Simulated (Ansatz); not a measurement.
# SnO2: Fermi surface or band edges

Aim: solve SnO2 self-consistently, get levels and band slopes on a dense mesh, and map the Fermi surface or, if there is a gap, the valleys at its edges.

Computed with Ansatz 0.2.0 (DFT PBE, scalar-relativistic, plane waves, PAW; levels and slopes on a dense k mesh at the converged density, unless a step's input says otherwise).

## 1. Starting point

Symmetry: Pbcn, No. 60, orthorhombic system. The conventional cell has a = 4.735 Å, b = 5.751 Å, c = 5.247 Å, α = 90.00°, β = 90.00°, γ = 90.00°. Sn (site symmetry 2) is surrounded by 6 O at 2.04 to 2.11 Å. O (site symmetry 1) has 3 Sn at 2.04 to 2.11 Å as nearest neighbours.

Structure file:

```
Sn O
1.0
     4.73515    0.00000    0.00000
     0.00000    5.75091    0.00000
     0.00000    0.00000    5.24711
Sn O
4 8
Cartesian
  2.3676 3.8269 3.9353
  0.0000 4.7994 1.3118
  2.3676 1.9240 1.3118
  0.0000 0.9515 3.9353
  3.4581 3.4915 0.4124
  1.0905 5.1349 4.8347
  3.6446 5.1349 3.0360
  1.2770 3.4915 2.2111
  3.4581 2.2594 3.0360
  1.0905 0.6161 2.2111
  3.6446 0.6161 0.4124
  1.2770 2.2594 4.8347
```

The structure comes from the Materials Project (structure only) and is not relaxed.

## 2. The run

The input, input.yaml:

```yaml
crystal:
  lattice:
    - [4.73514617, 0.0, 0.0]
    - [0.0, 5.75091223, 0.0]
    - [0.0, 0.0, 5.24711425]
  atoms:
    - { symbol: Sn, position: [0.5, 0.66544775, 0.75] }
    - { symbol: Sn, position: [0.0, 0.83455225, 0.25] }
    - { symbol: Sn, position: [0.5, 0.33455225, 0.25] }
    - { symbol: Sn, position: [0.0, 0.16544775, 0.75] }
    - { symbol: O, position: [0.73030504, 0.60712347, 0.07860358] }
    - { symbol: O, position: [0.23030504, 0.89287653, 0.92139642] }
    - { symbol: O, position: [0.76969496, 0.89287653, 0.57860358] }
    - { symbol: O, position: [0.26969496, 0.60712347, 0.42139642] }
    - { symbol: O, position: [0.73030504, 0.39287653, 0.57860358] }
    - { symbol: O, position: [0.23030504, 0.10712347, 0.42139642] }
    - { symbol: O, position: [0.76969496, 0.10712347, 0.07860358] }
    - { symbol: O, position: [0.26969496, 0.39287653, 0.92139642] }
basis:
  ecutwfc: 420
kpoints:
  mp_grid: { grid: [8, 8, 8] }
hamiltonian:
  xc: pbe
scf:
  occupations: { method: gaussian, width: 0.05 }
output:
  forces: true
  eigenvalues: true
  eigenstates:
    nscf_kmesh: { grid: [18, 16, 16] }
    top_band: c6
    de_dk: true
    localisation: true
  stress: true
checkpoint:
  write: ck
  compress: false
  write_wavefunctions: false
  write_every: 100000
```

On the command line:

```bash
$ ansatz run input.yaml --threads 4 --pin off --max-ram 9216MiB --backend cpu --events-out ev --progress --plain --runs-dir out
```

Standard output:

```text
Warning: RAYON_NUM_THREADS=4 ignored (pool sized by the plan → 4); use --threads N
Engine: ansatz 0.2.0, x86_64-unknown-linux-gnu
Pseudopotentials: kind: paw
Pseudopotential: Sn, paw, valence charge 14, recommended cutoff 420 eV (normal), Sn.paw.azcp
Pseudopotential: O, paw, valence charge 6, recommended cutoff 420 eV (normal), O.paw.azcp
Functional definition: PBE
  parameter kappa = 0.804
  parameter beta = 0.06672455060314922
  exchange = pbe_x(kappa = kappa, mu = beta*pi^2/3)
  correlation = pbe_c(beta = beta)
Crystal: 12 atoms, lattice volume = 142.886 Å³
Basis set: ecut = 420 eV, 2809 PW (Γ), exchange–correlation on 64×80×72 points (8 copies of the dense FFT grid, shifted against one another)
Bands: 64, of which v1, the nominal top of the filled ones, is band 52 counted from 1 (51 counted from 0)
Symmetry: 8 space group operations
Space group: Pbcn (ITA 60), of the structure as read, at distance tolerance 5.2e-5 Å
k-points: 125 of 512
Non-local potential: Sn, projectors of the file, l = 0: 2, l = 1: 2, l = 2: 2, l = 3: 2
Non-local potential: O, projectors of the file, l = 0: 2, l = 1: 2, l = 2: 1
PAW form: soft (Blöchl's): semilocal exchange-correlation on the pseudo side does not see the compensation charge
PAW one-centre angular grid: Sn, 590 points (default); XC on 64 Gauss nodes
PAW one-centre angular grid: O, 110 points (default); XC on 64 Gauss nodes
Initial density: superposition of atomic densities (neutral atoms: chi_scale 0, normalization atom), corrected by the library's trained network
Initial wavefunctions: pseudopotential atomic-orbital guess
Functional: x = pbe(κ = 0.804, μ = 0.2195149727645171), c = pbe(β = 0.06672455060314922)
SCF iter   1: F=—  HF=-28635.610934 eV  |F-HF|=—  |Δ(HF+E_count)|=         —  Δρ=1.48e-3  dr2=1.38e-3  ethr=1.77e-3  ⟨swp⟩=6.2  Hψ=33542  notcnv=0  defer=144
preconditioner: auto → Resta (q_TF=auto, 2.588 Å⁻¹)  ε∞=3.6  [insulator: Δε(μ)=1.363 eV  Ē_g=19.590 eV  σ=0.050 eV  W_gap=1.00  n_scr=38 (ndim 8)  ℏωp=31.7 eV  f_vac=0.028  D(μ)=0.00/eV (n_scr^D=0)  ε∞_Penn≈3.6]
SCF iter   2: F=—  HF=-28635.614365 eV  |F-HF|=—  |Δ(HF+E_count)|=   3.43e-3  Δρ=8.05e-4  dr2=3.81e-4  ethr=1.32e-6  ⟨swp⟩=2.8  Hψ=16027  notcnv=0  defer=384
SCF iter   3: F=—  HF=-28635.614902 eV  |F-HF|=—  |Δ(HF+E_count)|=   5.38e-4  Δρ=3.56e-4  dr2=9.06e-5  ethr=3.66e-7  ⟨swp⟩=2.1  Hψ=10469  notcnv=0  defer=384
SCF iter   4: F=—  HF=-28635.615118 eV  |F-HF|=—  |Δ(HF+E_count)|=   2.15e-4  Δρ=7.08e-5  dr2=6.97e-6  ethr=8.72e-8  ⟨swp⟩=2.2  Hψ=11534  notcnv=0  defer=384
SCF iter   5: F=—  HF=-28635.615125 eV  |F-HF|=—  |Δ(HF+E_count)|=   7.63e-6  Δρ=1.51e-5  dr2=3.82e-7  ethr=6.70e-9  ⟨swp⟩=2.0  Hψ=12628  notcnv=0  defer=384
SCF iter   6: F=—  HF=-28635.615126 eV  |F-HF|=—  |Δ(HF+E_count)|=   5.39e-7  Δρ=7.36e-6  dr2=6.43e-8  ethr=3.67e-10  ⟨swp⟩=2.0  Hψ=13534  notcnv=0  defer=384
SCF iter   7: F=—  HF=-28635.615126 eV  |F-HF|=—  |Δ(HF+E_count)|=   2.51e-8  Δρ=2.01e-6  dr2=6.67e-9  ethr=6.18e-11  ⟨swp⟩=2.0  Hψ=9857  notcnv=0  defer=384
SCF iter   8: F=—  HF=-28635.615126 eV  |F-HF|=—  |Δ(HF+E_count)|=   1.81e-9  Δρ=2.21e-7  dr2=6.16e-11  ethr=6.41e-12  ⟨swp⟩=2.3  Hψ=12294  notcnv=0  defer=384
SCF iter   9: F=-28635.615126 eV  HF=-28635.615126 eV  |F-HF|=1.09e-11  |Δ(HF+E_count)|=  6.18e-11  Δρ=5.94e-8  dr2=3.64e-12  ethr=1.00e-12  ⟨swp⟩=13.2  Hψ=47500  notcnv=0
SCF 1 converged in 9 iterations: F = -28635.615126 eV  dr2 = 3.64e-12
NSCF: frozen V_eff on 810 k-points
SCF converged after 9 iterations
Free energy (F): -28635.615126 eV
Harris-Foulkes:  -28635.615126 eV  (|F-HF|=1.09e-11)
Internal energy: -28635.615126 eV  (E = F + TS)
E sigma→0 (E₀):  -28635.615126 eV
Fermi energy:    9.931616 eV
--- Per-component energies (eV) ---
  E_band       = -222.484901
  E_kinetic    = 2165.465238
  E_local      = -5589.800340  (includes V_loc(G=0)·N_el)
  E_nonlocal   = 268.894644
  E_hartree    = 2920.608487
  E_xc         = -2108.934886
  E_vxc        = -1126.764074  (∫ρ·V_xc dr)
  E_paw        = -17859.028201  (= ΣΔE_a)
  E_vpaw       = -1781.517081  (= ΣTr[D̂ρ^β])
  E_aug_tail   = 0.019776  (compensation charges beyond the density's cutoff)
  E_ewald      = -8432.839844
  E_smearing   = -0.000000  (= −TS)
  E_closure    = 0.000000  (closes the sum)
  Σ components = -28635.615126   (vs F -28635.615126, Δ=0.00e0)
--- Forces (eV/Å), atoms counted from 1 ---
  atom   1  Sn     0.00000000     0.04585235     0.00000000
  atom   2  Sn     0.00000000    -0.04585235     0.00000000
  atom   3  Sn     0.00000000    -0.04585235    -0.00000000
  atom   4  Sn     0.00000000     0.04585235     0.00000000
  atom   5  O      0.05955701    -0.06067909    -0.02259586
  atom   6  O      0.05955701     0.06067909     0.02259586
  atom   7  O     -0.05955701     0.06067909    -0.02259586
  atom   8  O     -0.05955701    -0.06067909     0.02259586
  atom   9  O      0.05955701     0.06067909    -0.02259586
  atom  10  O      0.05955701    -0.06067909     0.02259586
  atom  11  O     -0.05955701    -0.06067909    -0.02259586
  atom  12  O     -0.05955701     0.06067909     0.02259586
  max |Σ_I F_I| component: 4.16e-17 eV/Å
--- Stress (GPa, compression-positive) ---
        6.677315       0.000000       0.000000
        0.000000       6.977856       0.000000
        0.000000       0.000000       7.251439
  P = ⅓ Tr σ = 6.9689 GPa (69.689 kbar)
--- Band table (eV; the first three rows and the last of 125) ---
  k-point 0: bands = ["-11.4224", "-11.2848", "-11.2038", "-10.9110", "-10.7865", "-10.6216", "-10.5221", "-10.5080", "-10.4720", "-10.4306", "-10.4122", "-10.4065", "-10.3754", "-10.3689", "-10.3356", "-10.3236", "-10.3185", "-10.3131", "-10.3047", "-10.2859", "-9.4046", "-7.7557", "-7.5100", "-7.3977", "-7.1596", "-6.0183", "-5.9621", "-5.7864", "1.5020", "2.5181", "2.7012", "4.1892", "4.5857", "4.8990", "5.1690", "6.3729", "6.3864", "6.3880", "6.5311", "7.0658", "7.2343", "7.2473", "7.8815", "7.9039", "8.1513", "8.3599", "8.6391", "8.6519", "8.6679", "9.0931", "9.1266", "9.2316", "10.6119", "15.4238", "15.4954", "16.0817", "16.2917", "17.1691", "17.9157", "19.3071", "19.4404", "19.5850", "20.1346", "20.5661"]
  k-point 1: bands = ["-11.3964", "-11.3117", "-11.2540", "-10.8437", "-10.7439", "-10.6178", "-10.5627", "-10.5110", "-10.4729", "-10.4302", "-10.4138", "-10.4016", "-10.3936", "-10.3753", "-10.3513", "-10.3195", "-10.3084", "-10.3071", "-10.3036", "-10.2887", "-9.3583", "-7.8427", "-7.4256", "-7.4234", "-7.2112", "-5.9835", "-5.9404", "-5.8335", "1.5333", "2.6051", "2.6465", "4.2853", "4.7060", "4.9366", "5.1192", "5.8779", "6.2339", "6.3312", "6.9274", "6.9474", "7.0599", "7.6241", "7.8247", "7.9330", "8.1404", "8.3873", "8.4770", "8.6544", "8.6702", "9.0909", "9.1287", "9.1722", "11.0209", "15.3917", "15.4195", "16.1901", "16.3104", "17.1771", "17.6457", "18.8919", "19.5887", "19.6426", "19.8709", "20.7497"]
  k-point 2: bands = ["-11.3644", "-11.3347", "-11.3198", "-10.7167", "-10.6859", "-10.6487", "-10.6064", "-10.5223", "-10.4744", "-10.4333", "-10.4185", "-10.4178", "-10.3887", "-10.3782", "-10.3703", "-10.3262", "-10.3028", "-10.3007", "-10.2964", "-10.2957", "-9.2202", "-8.0738", "-7.4811", "-7.3302", "-7.1975", "-5.9798", "-5.9094", "-5.8900", "1.6243", "2.3939", "3.0244", "4.4666", "4.9916", "5.0293", "5.0387", "5.5233", "5.8126", "6.2033", "6.2194", "7.1897", "7.2846", "7.8222", "7.9293", "8.0065", "8.1052", "8.2221", "8.5959", "8.6162", "8.6764", "9.0861", "9.1086", "9.1296", "11.8641", "15.0511", "15.4065", "15.9337", "16.9187", "17.2065", "17.2749", "18.1480", "19.0312", "19.9103", "20.3948", "20.4042"]
  k-point 124: bands = ["-11.2294", "-11.2294", "-11.2294", "-11.2294", "-10.6573", "-10.6573", "-10.6573", "-10.6573", "-10.4545", "-10.4545", "-10.4545", "-10.4545", "-10.3370", "-10.3370", "-10.3370", "-10.3370", "-10.3031", "-10.3031", "-10.3031", "-10.3031", "-7.6932", "-7.6932", "-7.6932", "-7.6932", "-6.6507", "-6.6507", "-6.6507", "-6.6507", "3.1408", "3.1408", "3.1408", "3.1408", "5.3815", "5.3815", "5.3815", "5.3815", "6.0359", "6.0359", "6.0359", "6.0359", "7.7153", "7.7153", "7.7153", "7.7153", "8.2152", "8.2152", "8.2152", "8.2152", "8.8898", "8.8898", "8.8898", "8.8898", "14.6829", "14.6829", "14.6829", "14.6829", "17.9271", "17.9271", "17.9271", "17.9271", "20.2024", "20.2024", "20.2024", "20.2024"]
--- Fermi surface from the table of eigenstates not read: on its mesh, or on one of the eight of every second point, the electrons fill whole bands (an insulator's do; a metal wants a denser output.eigenstates.nscf_kmesh) ---
```

It took 57 s on 4 threads of Intel Xeon 6975P-C (Granite Rapids), shared host; peak memory 2.8 GiB.

The time includes the short passes below, which read the saved density.

## 3. Levels on the dense mesh

Levels at named points, in eV from the valence-band top, on the 18×16×16 mesh:

| band | Γ | X | Z | U | Y | S | T | lowest | highest |
| --- | --- | --- | --- | --- | --- | --- | --- | --- | --- |
| 48 | -0.60 | -0.83 | -0.72 | -0.86 | -1.02 | -0.68 | -1.13 | -1.13 | -0.55 |
| 47 | -0.61 | -0.83 | -0.72 | -0.86 | -1.02 | -0.68 | -1.13 | -1.13 | -0.57 |
| 49 | -0.58 | -0.28 | -0.24 | -0.23 | -0.88 | -0.57 | -0.31 | -0.91 | -0.23 |
| 50 | -0.16 | -0.28 | -0.24 | -0.23 | -0.88 | -0.57 | -0.31 | -0.88 | -0.16 |
| 52 | -0.02 | -0.05 | -0.17 | -0.23 | -0.10 | -0.19 | -0.31 | -0.36 | 0.00 |
| 51 | -0.12 | -0.05 | -0.17 | -0.23 | -0.10 | -0.19 | -0.31 | -0.36 | -0.05 |
| 53 | 1.36 | 4.54 | 4.44 | 4.99 | 4.08 | 4.99 | 5.54 | 1.36 | 5.54 |

## 4. Curvature at the band extrema

A second pass solves small stars of points around each extremum from the saved density; its log was not kept.

input.yaml: that of step 2 with these lines changed.

```diff
@@ -26,15 +26,37 @@
   occupations: { method: gaussian, width: 0.05 }
+checkpoint:
+  read: start.run
+  post_process_only: true
 output:
-  forces: true
-  eigenvalues: true
   eigenstates:
-    nscf_kmesh: { grid: [18, 16, 16] }
+    kpoints:
+      - [0.3825937, 0.0, 0.0]
+      - [0.3916371, 0.0, 0.0]
+      - [0.3735502, 0.0, 0.0]
+      - [0.3825937, 0.0109834, 0.0]
+      - [0.3825937, -0.0109834, 0.0]
+      - [0.3825937, 0.0, 0.0100213]
+      - [0.3825937, 0.0, -0.0100212]
+      - [0.0, 0.0, 0.0]
+      - [0.0090435, 0.0, 0.0]
+      - [-0.0090435, 0.0, 0.0]
+      - [0.0, 0.0109834, 0.0]
+      - [0.0, -0.0109834, 0.0]
+      - [0.0, 0.0, 0.0100213]
+      - [0.0, 0.0, -0.0100213]
+      - [0.0826951, -0.5, 0.2346334]
+      - [0.0917385, -0.5, 0.2346334]
+      - [0.0736516, -0.5, 0.2346334]
+      - [0.0826951, -0.4890166, 0.2346334]
+      - [0.0826951, -0.5109834, 0.2346334]
+      - [0.0826951, -0.5, 0.2446546]
+      - [0.0826951, -0.5, 0.2246121]
+      - [0.0, 0.0, 0.0]
+      - [0.0090435, 0.0, 0.0]
+      - [-0.0090435, 0.0, 0.0]
+      - [0.0, 0.0109834, 0.0]
+      - [0.0, -0.0109834, 0.0]
+      - [0.0, 0.0, 0.0100213]
+      - [0.0, 0.0, -0.0100213]
     top_band: c6
     de_dk: true
-    localisation: true
-  stress: true
-checkpoint:
-  write: ck
-  compress: false
-  write_wavefunctions: false
-  write_every: 100000
```

Valence band: two equivalent maxima on the Γ–X line, nearly flat in one direction, with masses 1.36 and 1.88 mₑ across; one maximum at Γ, 0.02 eV below the edge, principal masses 0.99, 1.29 and 5.75 mₑ; four equivalent maxima away from the named points and lines, 0.08 eV below the edge, nearly flat in two directions, with mass 1.52 mₑ across.

Conduction band: one minimum at Γ, mass 0.18 mₑ in all directions.

## 5. Results

| quantity | value |
| --- | --- |
| gap | 1.36 eV, indirect |
| valence top | two equivalent maxima on the Γ–X line, nearly flat in one direction, with masses 1.36 and 1.88 mₑ across |
| conduction bottom | one minimum at Γ, mass 0.18 mₑ in all directions |

In words: The gap is indirect, 1.36 eV at this level of theory (semilocal functionals give gaps that are too small). It is nearly direct: the smallest vertical gap, at Γ, is only 1.38 eV, so the kind of gap isn't settled at this level. Another valley lies within 0.05 eV of an edge, so the kind of gap can change with the cell or the functional. Spin-orbit coupling is left out; with Sn it can split, shift or remove band edges.
